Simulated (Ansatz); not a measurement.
Take PbF₂ in the fluorite structure (space group Fm-3m, No. 225; a = 5.899 Å) as the base. Axes: x, y, z lie along the cube axes.

The values are results of Ansatz (a first-principles code), PBEsol, PAW, cutoff 420 eV, spin-orbit coupling left out, not measurements.

Perturbation: uniaxial strain ε_zz = +2.50 %, all other strain components held at zero, atoms relaxed at fixed cell.

### Question
Predict the stress tensor and what it implies for the stiffness.

### Answer
Stress of the strained cell less that of the base (GPa, compression positive):
```
  -1.34    0.00    0.00
   0.00   -1.34    0.00
   0.00    0.00   -2.70
```

Then −Δσ_ii/ε with ε = 0.0250 gives secant stiffness values (nonlinear terms included at this strain): C33 ≈ 108 GPa, C13 ≈ 54 GPa and C23 ≈ 54 GPa.

Whether these cells are dynamically stable was not tested.
